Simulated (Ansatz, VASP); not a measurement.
# Two plane-wave programs on H

INCAR

```
  PREC = Accurate
  ENCUT = 520
  EDIFF = 1E-7
  ISMEAR = 0
  SIGMA = 0.02
  LREAL = False
  LASPH = True
  NELM = 100
  ALGO = Normal
  ISIF = 2
  LWAVE = False
  LCHARG = True
  GGA = PE
  LELF = True
  LVHAR = True
  NBANDS = 10
```

File KPOINTS:

```
Automatic mesh
0
Gamma
  6 6 6
```

File POSCAR:

```
H
1.0
    3.7097913310      0.0000000000      0.0000000000
    0.0000000000      3.7097913310      0.0000000000
    0.3656943659      0.0000000000      4.5711795732
H
4
Direct
    0.0008284164      0.0000000000      0.9180919952
   -0.0008284164      0.0000000000      0.0819080048
    0.5008284164      0.5000000000      0.4180919952
    0.4991715836      0.5000000000      0.5819080048
```

Input for Ansatz:

```yaml
crystal:
  lattice:
    - [3.709791331, 0.0, 0.0]
    - [0.0, 3.709791331, 0.0]
    - [0.3656943659, 0.0, 4.5711795732]
  atoms:
    - { symbol: H, position: [0.0008284164, 0.0, 0.9180919952] }
    - { symbol: H, position: [-0.0008284164, 0.0, 0.0819080048] }
    - { symbol: H, position: [0.5008284164, 0.5, 0.4180919952] }
    - { symbol: H, position: [0.4991715836, 0.5, 0.5819080048] }
basis:
  ecutwfc: 420
kpoints:
  mp_grid: { grid: [6, 6, 6] }
  band_path: { path: [VBM, CBM], npoints: 2 }
hamiltonian:
  xc: pbe
scf:
  occupations: { method: gaussian, width: 0.02 }
output:
  forces: true
  stress: true
  eigenvalues: true
checkpoint:
  read: start.run
  write: ck
  compress: false
  write_wavefunctions: false
  write_every: 100000
```

Alike in both runs: task single point; functional PBE; k mesh 6 × 6 × 6; occupations gaussian, width 0.02 eV; no spin polarisation.

```csv
,VASP,Ansatz
version,VASP 6.6.1,Ansatz 0.2.0
potentials or method,"VASP PAW PBE potentials, release 64 (H)","scalar-relativistic, plane waves, PAW"
plane-wave cutoff (eV),520,420
valence electrons in the cell,4,4
```

```tsv
	VASP	Ansatz	Ansatz less VASP
gap on the k mesh at the Fermi level (eV)	9.04	9.04	-0.001
least direct gap on the mesh (eV)	9.41	9.40	-0.001
pressure (GPa)	-0.2	0.0	+0.16
rms of the force components (eV/Å)	0.007	0.001	-0.0061
```

Atom by atom the forces differ by 0.006 eV/Å (rms over components).

A k mesh can miss the band edges. Expect the measured gap to be larger: semilocal functionals such as PBE lack the derivative discontinuity.
